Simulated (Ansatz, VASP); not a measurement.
AlGa3N4 in VASP and in Ansatz

```
Al Ga N
1.0
     4.47169    0.00000    0.00000
     0.00000    4.47169    0.00000
     0.00000    0.00000    4.47169
Al Ga N
1 3 4
Cartesian
  0.0000 0.0000 0.0000
  2.2358 2.2358 0.0000
  2.2358 0.0000 2.2358
  0.0000 2.2358 2.2358
  3.3793 3.3793 1.0924
  3.3793 1.0924 3.3793
  1.0924 3.3793 3.3793
  1.0924 1.0924 1.0924
```

The cell comes from a database or a generator and needn't be the stable form of this composition.

Alike in both runs: task single point; functional r2SCAN; k mesh 6 × 6 × 6; occupations gaussian, width 0.05 eV; no spin polarisation.

```csv
,VASP,Ansatz
version,VASP 6.6.1,Ansatz 0.2.0
potentials or method,"VASP PAW PBE potentials, release 64 (Al, Ga_d, N)","scalar-relativistic, plane waves, PAW"
plane-wave cutoff (eV),520,500
valence electrons in the cell,62,62
```

VASP gave:

* gap on the k mesh at the Fermi level (eV): 2.79
* least direct gap on the mesh (eV): 2.79
* pressure (GPa): -0.2
* rms of the force components (eV/Å): 0.002

Task: What did Ansatz give for the same quantities?

Result: gap on the k mesh at the Fermi level (eV): 2.79; least direct gap on the mesh (eV): 2.79; pressure (GPa): -0.8; rms of the force components (eV/Å): 0.030.

Atom by atom the forces differ by 0.033 eV/Å (rms over components). With one functional, cell and mesh, what is left measures potentials, basis and numerics.

Caveats: the PAW data sets were made with another functional, which shifts forces and pressure a little (VASP). r2SCAN opens gaps a little over a GGA but as a rule still falls short of measured ones.
